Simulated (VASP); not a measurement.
The system is BAs.

```xyz
2
Lattice="0.0000 2.3885 2.3885 2.3885 0.0000 2.3885 2.3885 2.3885 0.0000" Properties=species:S:1:pos:R:3 pbc="T T T"
As    3.5827    3.5827    3.5827
B     0.0000    0.0000    0.0000
```

Program: VASP 6.6.1. Alike in all runs: potentials or basis VASP PAW PBE potentials, release 64 (As, B); cell as given; cutoff (eV) 520; smearing fermi-dirac 0.05 eV.

Problem. Order these runs on this cell by their pressure, lowest first.
A. level PBE; spin off; k mesh 10 × 10 × 10
B. level revPBE; spin off; k mesh 10 × 10 × 10
C. level PBEsol; spin SOC, no magnetisation; k mesh 7 × 7 × 7

Solution. C (0.1 GPa), A (3.4 GPa), B (5.4 GPa).

Caveats: the PAW data sets were made with another functional, which shifts forces and pressure a little (some runs).
